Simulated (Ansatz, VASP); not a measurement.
**SiO2: VASP beside Ansatz**

One calculation is typed for both programs; each brings its own data sets. How far apart do they land? The cell is taken from a series of runs on this material, whose earlier steps may have relaxed, scaled, displaced or heated it; both programs get it as it stands.

Program: Ansatz 0.2.0. Level of theory: plane waves, with VASP 6.6.1 beside it; single point at HSE06. Results are calculated unless marked as measured.

## Step 1: Starting point

The structure is tetragonal, space group I-42d (No. 122). Conventional cell: a = 4.653 Å, b = 4.653 Å, c = 7.338 Å, α = 90.00°, β = 90.00°, γ = 90.00°. Si has 4 O at 1.61 Å nearest. Nearest to O lie 2 Si at 1.61 Å. Farther neighbours and most contacts between anions are not listed.

## Step 2: Ansatz: single point, HSE06

Ansatz runs on its PAW soft_1 files.

With cell and atoms fixed, the geometry can't cause a difference; cores, projectors, grids and the points listed under the comparison can.

Input file input.yaml:

```yaml
crystal:
  lattice:
    - [-2.326569, 2.326569, 3.66912]
    - [2.326569, -2.326569, 3.66912]
    - [2.326569, 2.326569, -3.66912]
  atoms:
    - { symbol: Si, position: [0.0, 0.0, 0.0] }
    - { symbol: Si, position: [0.75, 0.25, 0.5] }
    - { symbol: O, position: [1.0098795116, 0.625, 0.8848795116] }
    - { symbol: O, position: [0.375, 0.2598795116, 0.3848795116] }
    - { symbol: O, position: [0.7401204884, 0.125, 0.1151204884] }
    - { symbol: O, position: [0.875, -0.0098795116, 0.6151204884] }
kpoints:
  mp_grid: { grid: [4, 4, 4] }
  band_path:
    path:
      - [0.0, 0.0, 0.0]
      - [0.0, 0.0, 0.5]
      - [0.25, 0.25, 0.25]
      - [0.0, 0.5, 0.0]
      - [0.5, 0.5, -0.5]
      - [0.35051897, 0.64948103, -0.35051897]
      - [-0.35051897, 0.35051897, 0.35051897]
      - [-0.20103795, 0.20103795, 0.5]
    npoints: 1
hamiltonian:
  xc: hse06
  pseudopotentials: { kind: paw, azcp: { folder: soft_1 } }
scf:
  occupations: { method: fixed }
  n_extra_bands: 6
output:
  eigenvalues: true
```

Run with:

```console
$ ansatz run input.yaml --threads 3 --pin off --max-ram 92160MiB --backend cuda --events-out ev --progress --plain --runs-dir out --devices 1 --max-vram 13GiB
```

Numbers of over 12 decimals in the logs are rounded to 6 here.

The log of the run:

```text
scf.n_extra_bands = 6 over 16 filled bands (N_el = 32.0): the run solves 22 bands
GPUs: using 1 of 1 available (devices: 1).
Engine: ansatz 0.2.0, x86_64-unknown-linux-gnu
Pseudopotentials: kind: paw
Pseudopotential: Si, paw, valence charge 4, recommended cutoff 420 eV (normal), soft_1/Si.paw.azcp
Pseudopotential: O, paw, valence charge 6, recommended cutoff 420 eV (normal), soft_1/O.paw.azcp
Functional definition: HSE06
  parameter a = 0.25
  parameter omega = 0.11/bohr
  exchange = pbe_x - a*pbe_x_sr(omega) + a*exact_x_sr(omega)
  correlation = pbe_c
davidson cushion auto → on  (no smearing: the cushion is to keep the highest requested band from converging to the state above it; pin scf.eigensolver.cushion to override)
device memory: the entry about to start is reckoned to put 0.7 GiB on a device that reports 32.7 GiB free (of which the cap on the GPU budget leaves the run 13.0 GiB)
GPU FFT provider: cuFFT
GPU libraries: cuBLAS 13.8.2, cuFFT 12.4.0, cuSOLVER 12.3.4
Crystal: 6 atoms, lattice volume = 79.443 Å³
Basis set: ecut = 420 eV, 1557 PW (Γ)
Bands: 22, of which v1, the nominal top of the filled ones, is band 16 counted from 1 (15 counted from 0)
Symmetry: 8 space group operations
Space group: I-42d (ITA 122), of the structure as read, at distance tolerance 4.3e-5 Å
k-points: 13 of 64 (time reversal used)
Non-local potential: Si, projectors of the file, l = 0: 2, l = 1: 2, l = 2: 1
Non-local potential: O, projectors of the file, l = 0: 2, l = 1: 2, l = 2: 1
PAW form: soft (Blöchl's): semilocal exchange-correlation on the pseudo side does not see the compensation charge
PAW frozen core: Si, regenerated for the run's functional, and the local potential with it (the file was generated under x = pbe(κ = 0.804, μ = 0.219515), c = pbe(β = 0.066725))
PAW frozen core: O, regenerated for the run's functional, and the local potential with it (the file was generated under x = pbe(κ = 0.804, μ = 0.219515), c = pbe(β = 0.066725))
PAW one-centre angular grid: Si, 110 points (default); XC on 64 Gauss nodes
PAW one-centre angular grid: O, 110 points (default); XC on 96 Gauss nodes
Initial density: superposition of atomic densities (chi_scale 0.1, normalization cell, long waves kept (reshape's long-wave potential 0.00 eV rms))
Initial wavefunctions: pseudopotential atomic-orbital guess
GPU buffer pool allocated for 46656 grid points (all kernels)
GPU transforms: local potential and band sums: pruned to the plane-wave sphere, on 36×36×36
Functional: x = pbe(κ = 0.804, μ = 0.219515), c = pbe(β = 0.066725), warm-up for x = pbe(κ = 0.804, μ = 0.219515) + 0.25 (exact − pbe) at short range (hse, ω = 0.207870 Å⁻¹), c = pbe(β = 0.066725); HSE06 as pw.x's `hse` composes it (authors' and Libxc's form: `xc: wpbeh`)
SCF iter   1: F=—  HF=-3551.347274 eV  |F-HF|=—  |Δ(HF+E_count)|=         —  Δρ=1.32e-1  dr2=1.22e1  ethr=1.00e-1  ⟨swp⟩=4.7  Hψ=1047  notcnv=0
preconditioner: auto → none  [insulator: Δε(μ)=7.727 eV  Ē_g=18.250 eV  n_scr=14 (ndim 8)  ℏωp=23.6 eV  f_vac=0.071]
SCF iter   2: F=—  HF=-3548.347872 eV  |F-HF|=—  |Δ(HF+E_count)|=    3.00e0  Δρ=6.60e-2  dr2=1.45e0  ethr=3.80e-2  ⟨swp⟩=3.3  Hψ=847  notcnv=0
SCF iter   3: F=—  HF=-3547.992433 eV  |F-HF|=—  |Δ(HF+E_count)|=   3.55e-1  Δρ=2.14e-2  dr2=1.52e-1  ethr=4.52e-3  ⟨swp⟩=3.2  Hψ=751  notcnv=0  defer=1
iter 4 solved again at ethr=1.79e-5 eV; its pass at ethr=4.75e-4 eV (dr2=5.73e-3 eV) is discarded
SCF iter   4: F=—  HF=-3548.020347 eV  |F-HF|=—  |Δ(HF+E_count)|=   2.79e-2  Δρ=2.81e-3  dr2=6.50e-3  ethr=1.79e-5  ⟨swp⟩=3.9  Hψ=1583  notcnv=0  defer=2
SCF iter   5: F=-3548.018017 eV  HF=-3548.018160 eV  |F-HF|=1.43e-4  |Δ(HF+E_count)|=   2.19e-3  Δρ=6.36e-4  dr2=2.76e-4  ethr=1.79e-5  ⟨swp⟩=3.3  Hψ=722  notcnv=0
SCF 1 stopped early in 5 iterations: F = -3548.018017 eV  dr2 = 2.76e-4
  greatest PAW one-centre occupation: 0.863 electrons in one spin orbital (limit 2), on the O atom at site 5 (counted from 0), in its partial waves of l = 0
device memory: the entry about to start is reckoned to put 1.4 GiB on a device that reports 32.6 GiB free (of which the cap on the GPU budget leaves the run 13.0 GiB)
GPU FFT provider: cuFFT
GPU libraries: cuBLAS 13.8.2, cuFFT 12.4.0, cuSOLVER 12.3.4
Initial density: handed on by an earlier stage of this run
Initial wavefunctions: those handed on with the density
GPU buffer pool allocated for 46656 grid points (all kernels)
GPU transforms: local potential and band sums: pruned to the plane-wave sphere, on 36×36×36
Functional: x = pbe(κ = 0.804, μ = 0.219515) + 0.25 (exact − pbe) at short range (hse, ω = 0.207870 Å⁻¹), c = pbe(β = 0.066725); HSE06 as pw.x's `hse` composes it (authors' and Libxc's form: `xc: wpbeh`)
Exchange kernel: α = 0.2500, screened, ω = 0.2079 Å⁻¹, Wigner–Seitz truncation, v(0) = 1042.6916 eV·Å³, q-mesh 4×4×4, nearest image of the exchange supercell L = 18.61 Å, pair-density grid 20×20×20, without the augmentation charges, whose exchange is taken in its separable form by FFT convolution over the k-point mesh (sized by the pseudopotential files, 27×27×27 at the most), smooth part of the exact exchange by density-matrix convolution in up to 1.41 GiB of GPU memory as planned if the GPU has room (build and FFT work areas not counted)
Frozen-core exchange: fock
SCF iter   1: F=—  HF=-3548.756242 eV  |F-HF|=—  |Δ(HF+E_count)|=         —  Δρ=7.00e-3  dr2=3.08e-2  ethr=8.62e-6  ⟨swp⟩=8.2  Hψ=1521  notcnv=0
preconditioner: auto → none  [insulator: Δε(μ)=8.205 eV  Ē_g=19.533 eV  n_scr=14 (ndim 8)  ℏωp=23.6 eV  f_vac=0.174]
SCF iter   2: F=—  HF=-3548.746028 eV  |F-HF|=—  |Δ(HF+E_count)|=   1.02e-2  Δρ=2.08e-3  dr2=4.02e-3  ethr=8.62e-6  ⟨swp⟩=3.6  Hψ=935  notcnv=0
SCF iter   3: F=—  HF=-3548.754388 eV  |F-HF|=—  |Δ(HF+E_count)|=   8.36e-3  Δρ=7.75e-4  dr2=3.92e-4  ethr=8.62e-6  ⟨swp⟩=4.1  Hψ=945  notcnv=0
SCF iter   4: F=—  HF=-3548.754310 eV  |F-HF|=—  |Δ(HF+E_count)|=   7.80e-5  Δρ=1.85e-4  dr2=2.78e-5  ethr=1.08e-6  ⟨swp⟩=3.0  Hψ=731  notcnv=0
SCF iter   5: F=-3548.754406 eV  HF=-3548.754413 eV  |F-HF|=6.96e-6  |Δ(HF+E_count)|=   1.03e-4  Δρ=1.22e-4  dr2=8.78e-6  ethr=6.30e-8  ⟨swp⟩=5.1  Hψ=1034  notcnv=0
SCF 2 stopped early in 5 iterations: F = -3548.754406 eV  dr2 = 8.78e-6
  greatest PAW one-centre occupation: 0.867 electrons in one spin orbital (limit 2), on the O atom at site 5 (counted from 0), in its partial waves of l = 0
hybrid outer 1: dexx = +1.076e-2 eV, tail = 3.59e-5 eV
GPU FFT provider: cuFFT
GPU libraries: cuBLAS 13.8.2, cuFFT 12.4.0, cuSOLVER 12.3.4
GPU buffer pool allocated for 46656 grid points (all kernels)
GPU transforms: local potential and band sums: pruned to the plane-wave sphere, on 36×36×36
Exchange kernel: α = 0.2500, screened, ω = 0.2079 Å⁻¹, Wigner–Seitz truncation, v(0) = 1042.6916 eV·Å³, q-mesh 4×4×4, nearest image of the exchange supercell L = 18.61 Å, pair-density grid 20×20×20, without the augmentation charges, whose exchange is taken in its separable form by FFT convolution over the k-point mesh (sized by the pseudopotential files, 27×27×27 at the most), smooth part of the exact exchange by density-matrix convolution in up to 1.41 GiB of GPU memory as planned if the GPU has room (build and FFT work areas not counted)
Frozen-core exchange: fock
SCF iter   1: F=—  HF=-3548.754532 eV  |F-HF|=—  |Δ(HF+E_count)|=         —  Δρ=6.15e-5  dr2=1.35e-6  ethr=5.60e-7  ⟨swp⟩=3.4  Hψ=666  notcnv=0
preconditioner: auto → none  [insulator: Δε(μ)=8.202 eV  Ē_g=19.512 eV  n_scr=14 (ndim 8)  ℏωp=23.6 eV  f_vac=0.183]
SCF iter   2: F=—  HF=-3548.754532 eV  |F-HF|=—  |Δ(HF+E_count)|=   5.23e-7  Δρ=2.10e-5  dr2=2.48e-7  ethr=3.81e-9  ⟨swp⟩=4.8  Hψ=1142  notcnv=0
SCF iter   3: F=—  HF=-3548.754533 eV  |F-HF|=—  |Δ(HF+E_count)|=   5.09e-7  Δρ=1.33e-5  dr2=1.14e-7  ethr=5.62e-10  ⟨swp⟩=5.2  Hψ=841  notcnv=0  defer=13
iter 4 solved again at ethr=9.28e-12 eV; its pass at ethr=3.44e-10 eV (dr2=2.97e-9 eV) is discarded
SCF iter   4: F=-3548.754533 eV  HF=-3548.754533 eV  |F-HF|=1.17e-9  |Δ(HF+E_count)|=   3.60e-8  Δρ=2.00e-6  dr2=2.30e-9  ethr=9.28e-12  ⟨swp⟩=4.3  Hψ=1643  notcnv=0
eigensolver tolerance schedule: the retry pair's looser diagonalisation over-reported the residual by 0.37 of it (diagonalisation noise at 0.39 of the residual, at the tolerance the schedule requests for it); recorded, not acted on — ethr = c·dr2/N_el stays at c = 1.0e-1
SCF 3 converged in 4 iterations: F = -3548.754533 eV  dr2 = 2.30e-9
hybrid outer 2: dexx = +5.132e-7 eV, tail = 9.11e-9 eV, Δε = 1.53e-3 eV (about 3.36e-5 eV left of the loop's levels)
device memory: the entry about to start is reckoned to put 0.5 GiB on a device that reports 44.0 GiB free (of which the cap on the GPU budget leaves the run 13.0 GiB)
NSCF: frozen V_eff on 8 k-points
hybrid SCF converged: 2 outer / 9 inner (+5 warm-up), last move |dexx| = 5.13e-7 eV, tail = 9.11e-9 eV
Stability not checked: this state was not tested for a lower state beside it, because the functional holds exact exchange (a hybrid, or Hartree-Fock), whose exchange loop this test does not read (fock_operator; see scf.lower_state_search)
Free energy (F): -3548.754533 eV
Frozen-core exchange: fock
Harris-Foulkes:  -3548.754533 eV  (|F-HF|=1.17e-9)
Internal energy: -3548.754533 eV  (E = F + TS)
E sigma→0 (E₀):  -3548.754533 eV
Fermi energy:    0.203981 eV
--- Per-component energies (eV) ---
  E_band       = -215.329318
  E_kinetic    = 785.289586
  E_local      = -2100.659940  (includes V_loc(G=0)·N_el)
  E_nonlocal   = 248.603220
  E_hartree    = 781.007349
  E_xc         = -324.594322
  E_vxc        = -372.386155  (∫ρ·V_xc dr)
  E_exx        = -92.362706  (= α·E_x^exact, valence–valence)
  E_paw        = -1666.537769  (= ΣΔE_a)
  E_vpaw       = -153.466106  (= ΣTr[D̂ρ^β])
  E_aug_tail   = 0.003285  (compensation charges beyond the density's cutoff)
  E_ewald      = -1179.278362
  E_core_change = -0.224872  (= ΣΔE_core)
  E_smearing   = -0.000000  (= −TS)
  E_closure    = -0.000000  (closes the sum)
  Σ components = -3548.754533   (vs F -3548.754533, Δ=-4.55e-13)
--- Band table (eV; the first three rows and the last of 13) ---
  k-point 0: bands = [... 12 lower, -1.0066, -0.9916, 0.2040, 0.2040, 8.4064, 10.9464, 14.0081, 14.0081, ... 2 higher]
  k-point 1: bands = [... 12 lower, -0.9994, -0.5650, 0.1243, 0.1433, 9.8269, 11.9025, 13.1378, 13.6244, ... 2 higher]
  k-point 2: bands = [... 12 lower, -0.4666, -0.4666, 0.0433, 0.0433, 12.1127, 12.1127, 12.8878, 12.8878, ... 2 higher]
  k-point 12: bands = [... 12 lower, -1.3944, -1.3944, 0.1664, 0.1664, 11.5383, 11.5383, 11.9199, 11.9199, ... 2 higher]
```

Reading the cycles: dr2 is the Hartree energy of the density residual (eV), the measure of convergence; HF is the Harris–Foulkes estimate of the energy, which meets the free energy F at convergence.

(Part 1 of 2 ends here.)

[Lines on the potential files, build, host, timing and source positions are cut from VASP's logs without a mark.]

[Logs are printed without paths, hosts, clocks, repeated set-up lines and the standing remarks that a program may print on its own settings, such as how far it seeks lower states.]

[Hosts, paths, dates, database ids (printed as entryN), source tags and the programs' standing remarks are cut or masked in the printed files.]
